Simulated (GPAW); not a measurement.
Runs of GPAW 26.7.0 on CuO. Symmetry: Pm-3m, No. 221, cubic system. Conventional cell: a = 2.553 Å, b = 2.553 Å, c = 2.553 Å, α = 90.00°, β = 90.00°, γ = 90.00°. Cu (site symmetry m-3m) has 8 O at 2.21 Å as nearest neighbours. O (site symmetry m-3m) is surrounded by 8 Cu at 2.21 Å. Measurements of this composition are mostly on another form, of space group No. 15.

| level | potentials or basis | eigensolver | gap on the mesh (eV) | pressure (GPa) | relaxed volume (Å³/atom) |
| --- | --- | --- | --- | --- | --- |
| LDA | the program's PAW data sets (release 1.2.1) made for this functional, pw | - | none | 0.0 | 8.40 |
| AM05 | PAW data sets generated in the run's folder for this functional, pw | - | none | 0.0 | (c) |
| revPBE | the program's PAW data sets (release 1.2.1) made for this functional, pw | - | none | 0.3 | (b) |
| PBEsol | PAW data sets generated in the run's folder for this functional, pw | - | none | 0.0 | (a) |
| PBE | GPAW PAW data sets (gpaw-data 1.2.1), pw | - | none | 0.2 | 9.19 |
| PW91 | PAW data sets generated in the run's folder for this functional, pw | - | none | 0.2 | 9.16 |
| TPSS | GPAW PAW data sets (gpaw-data 1.2.1), pw | davidson | none | 0.1 | 8.86 |
| RPBE | the program's PAW data sets (release 1.2.1) made for this functional, pw | - | none | 0.0 | 9.54 |
| BLYP | PAW data sets generated in the run's folder for this functional, pw | davidson | none | 0.0 | 9.61 |

Alike in all rows: task relaxation of cell and atoms; no spin polarisation; cell relaxed; k mesh 10 × 10 × 10; cutoff (eV) 800; smearing fermi-dirac 0.05 eV.

Problem. Estimate the missing entries.

Solution. (a) 8.75; (b) 9.42; (c) 8.74.

Caveats: with this Cu data set, volumes or pressures lay over 1.5 % or 2 GPa off other programs in two to four cells of ten; later steps reuse the first step's grids; an odd number of electrons without spin polarisation forces a metal; a magnetic or distorted state may lie lower; the run has no spin polarisation, though such a crystal can be magnetic; semilocal functionals often make such compounds metallic where correlation or magnetic order opens a gap, which also shifts bond lengths; the PAW data sets were made with another functional, which shifts forces and pressure a little (some runs).

A gap of «none» marks a metal or a gap under the smearing width.
